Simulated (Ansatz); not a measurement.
# Co: the cost of one run

Program: Ansatz 0.2.0. Level of theory: DFT PBE, scalar-relativistic, plane waves, PAW. These are calculated values, not measurements.

3 further runs of the same task are left out: 1 that didn't finish, 2 set aside as unsound or not needed.

## 1. The starting structure

The structure is trigonal, space group P-3m1 (No. 164). Conventional cell: a = 2.487 Å, b = 2.487 Å, c = 4.063 Å, α = 90.00°, β = 90.00°, γ = 120.00°. Around Co (site symmetry 3m) lie 12 Co at 2.42 to 2.55 Å.

Coordinates:

```
Co
1.0
     2.48736    0.00000    0.00000
    -1.24368    2.15412    0.00000
     0.00000    0.00000    4.06329
Co
2
Direct
  0.66667 0.33333 0.25986
  0.33333 0.66667 0.74014
```

## 2. Single point

Contents of input.yaml:

```yaml
crystal:
  lattice:
    - [2.4873648738, 0.0, 0.0]
    - [-1.2436824369, 2.1541211692, 0.0]
    - [0.0, 0.0, 4.0632895034]
  atoms:
    - { symbol: Co, position: [0.66666667, 0.33333333, 0.259861], spin: 3.0 }
    - { symbol: Co, position: [0.33333333, 0.66666667, 0.740139], spin: 3.0 }
basis:
  ecutwfc: 520.0
kpoints:
  mp_grid: { grid: [9, 9, 4] }
hamiltonian:
  xc: pbe
  pseudopotentials: { kind: paw, azcp: { folder: soft_1 } }
scf:
  occupations: { method: gaussian, width: 0.1 }
  lower_state_search: "off"
output:
  forces: true
  stress: true
  eigenvalues: true
  populations: true
magnetization:
  spin_polarized: true
```

Started as:

```sh
$ ansatz run input.yaml --threads 4 --pin off --max-ram 8192MiB --backend cpu --events-out ev --progress --plain --runs-dir out
```

What time and memory should one allow on 4 threads of Arm Neoverse V1, shared host?

About 1.8 s, with a peak of 0.31 GiB.
